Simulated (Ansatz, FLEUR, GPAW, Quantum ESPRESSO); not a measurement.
# NaI: 5 runs at one level of theory

```
I Na
1.0
     0.00000    3.23640    3.23640
     3.23640    0.00000    3.23640
     3.23640    3.23640    0.00000
I Na
1 1
Direct
  0.50000 0.50000 0.50000
  0.00000 0.00000 0.00000
```

Alike in all runs: task band structure; functional PBEsol; k mesh 7 × 7 × 7; occupations fermi-dirac, width 0.05 eV; no spin polarisation; no spin-orbit coupling. Pressure is positive in compression and, in plane waves, holds the error of the finite cutoff, which Ansatz's Pulay term estimates and takes out. Gaps are the smaller of the mesh's and the band path's.

```
                               program and potentials  plane-wave cutoff (eV)                                                                                          notes  band gap (eV)  pressure (GPa)
                                   Ansatz, Ansatz PAW                     420  potentials made for PBE, which Ansatz adapts in part; 13 valence electrons an atom on average           3.51           -0.51
Quantum ESPRESSO, PseudoDojo 0.4.1 SR PBEsol standard                    1197                                                         8 valence electrons an atom on average           3.51           -0.52
                           FLEUR, all-electron, FLAPW                       -                                                                                              -           3.51               -
       Ansatz, all-electron LAPW, scalar-relativistic                       -                                                                                              -           3.51           -0.50
    GPAW, PAW data sets generated for this functional                     800                                                         7 valence electrons an atom on average           3.52           -0.49
```

The band gap spans 3.51 (Quantum ESPRESSO, PseudoDojo 0.4.1 SR PBEsol standard) to 3.52 eV (GPAW, PAW data sets generated for this functional), with all-electron results at 3.51. The pressure spans -0.52 (Quantum ESPRESSO, PseudoDojo 0.4.1 SR PBEsol standard) to -0.49 GPa (GPAW, PAW data sets generated for this functional), with all-electron results at -0.50. Spin-orbit coupling, left out here, moves the band edges of heavy atoms.

The functional is the same throughout but for its coding, so the spread measures potentials, basis and numerics; runs on potential files found faulty are left out.
